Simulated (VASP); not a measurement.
A run of VASP 6.6.1 is set up as follows.

Contents of INCAR:

```
SYSTEM = Si
  PREC = Accurate
  ENCUT = 520
  EDIFF = 1E-7
  ISMEAR = 0
  SIGMA = 0.05
  LREAL = .False.
  LASPH = .True.
  NELM = 80
  ALGO = Fast
  ISIF = 2
  LWAVE = .False.
  LCHARG = .True.
  GGA = PE
  LELF = .True.
  LVHAR = .True.
  NBANDS = 11
```

KPOINTS

```
regular mesh
0
Gamma
  14 14 14
  0 0 0
```

POSCAR

```
Si
1.0
    0.0000000000      2.7150000000      2.7150000000
    2.7150000000      0.0000000000      2.7150000000
    2.7150000000      2.7150000000      0.0000000000
Si
2
Direct
    0.5000000000      0.5000000000      0.5000000000
    0.7500000000      0.7500000000      0.7500000000
```

Potentials or basis: VASP PAW PBE potentials, release 64 (Si).

Launch:

```bash
$ cat potpaw_PBE.64/Si/POTCAR > POTCAR
$ mpirun -np 1 vasp_std > vasp.out
```

Question: Estimate the band gap on the k mesh.

Answer: 0.57 eV, indirect (least direct gap 2.57 eV).

Question: Estimate the pressure.

Answer: 2.0 GPa.

A k mesh can miss the band edges. A hybrid or GW would open this gap; PBE tends to underestimate it.
